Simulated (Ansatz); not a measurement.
**InPd: single point with PBE**

The system is InPd.

```
In Pd
1.0
     3.27188    0.00000    0.00000
     0.00000    3.27188    0.00000
     0.00000    0.00000    3.27188
In Pd
1 1
Direct
  0.00000 0.00000 0.00000
  0.50000 0.50000 0.50000
```

The cell comes from a database or a generator and needn't be the stable form of this composition.

```json
{"Program": "Ansatz 0.2.0", "Task": "single point", "Functional": "PBE", "Potentials or basis": "Ansatz PAW", "Cutoff": "420 eV (not typed: the program's choice for these potentials)", "k mesh": "8 × 8 × 8", "Occupations": "gaussian, width 0.028 eV", "Spin": "no spin polarisation"}
```

```json
{"Pressure": "3.7 GPa", "Band gap on the k mesh": "none (metal or under the smearing width)"}
```

Levels at points of the mesh, in eV from the Fermi level:
```
              k point  band 11  band 12  band 13  band 14  band 15  band 16  band 17  band 18  band 19  band 20
   (0.00, 0.00, 0.00)    -3.70    -3.70    -2.16    -2.16    -2.16     4.33     4.33     4.33     9.52    10.68
  (0.00, 0.00, -0.50)    -5.89    -3.68    -3.14    -3.14    -2.23    -1.00     9.67     9.67     9.98    10.83
 (0.00, -0.50, -0.50)    -3.38    -2.57    -2.57    -2.21    -2.21    -1.59     1.57     2.59     9.58    11.43
(-0.50, -0.50, -0.50)    -4.75    -4.75    -1.54    -1.54     0.03     3.91     3.91     3.91     4.51     4.51
```

It took 0.94 s on 2 threads of Arm Neoverse V2, on a shared host, peak memory 0.3 GiB.
